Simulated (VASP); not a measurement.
Runs of VASP 6.6.1 on Ag. The structure is cubic, space group Fm-3m (No. 225). Conventional cell: a = 4.085 Å, b = 4.085 Å, c = 4.085 Å, α = 90.00°, β = 90.00°, γ = 90.00°. Ag (site symmetry m-3m) is surrounded by 12 Ag at 2.89 Å. 

```csv
task,level,spin,cell,k mesh,cutoff (eV),gap on the mesh (eV),pressure (GPa),relaxed volume (Å³/atom)
relaxation of cell and atoms,PBEsol+rVV10,off,relaxed,11 × 11 × 11,600,none,-0.1,16.45
relaxation of cell and atoms,RPBE+D4,off,relaxed,11 × 11 × 11,600,none,0.0,16.84
relaxation of cell and atoms,revPBE+D3,off,relaxed,11 × 11 × 11,600,none,0.0,16.96
relaxation of cell and atoms,revPBE+D4,off,relaxed,11 × 11 × 11,600,none,0.0,16.81
relaxation of cell and atoms,PBEsol+D4,off,relaxed,11 × 11 × 11,600,none,0.0,(a)
relaxation of cell and atoms,RPBE+D3(BJ),off,relaxed,11 × 11 × 11,600,none,-0.1,(c)
relaxation of cell and atoms,revPBE+D3(BJ),off,relaxed,11 × 11 × 11,600,none,0.0,16.46
band structure,SCAN,off,as given,11 × 11 × 11,520,-,-0.6,-
band structure,SCAN,"SOC, no magnetisation",as given,8 × 8 × 8,520,-,(d),-
band structure,r2SCAN,"SOC, no magnetisation",as given,8 × 8 × 8,520,-,2.1,-
band structure,rSCAN,off,as given,11 × 11 × 11,520,-,(b),-
band structure,r2SCAN,off,as given,11 × 11 × 11,520,-,1.4,-
```

Alike in all rows: potentials or basis VASP PAW PBE potentials, release 64 (Ag); smearing fermi-dirac 0.05 eV.

Q: Fill in the values left out.

A: (a) 16.18; (b) 0.9; (c) 14.18; (d) 0.2.

Caveats: the PAW data sets were made with another functional, which shifts forces and pressure a little; pairwise dispersion overbinds metals, which lowers pressure and volume (some runs); the volume moved by over 15 % at a fixed basis, so the end points are rough (some runs); the volume moved by -17 % from the deposited cell, more than functionals usually miss (some runs).

A k mesh can miss the band edges, and rows without SOC leave out spin-orbit coupling on Ag.

A gap of «none» marks a metal or a gap under the smearing width.

Runs at the PBE level aren't shown here.
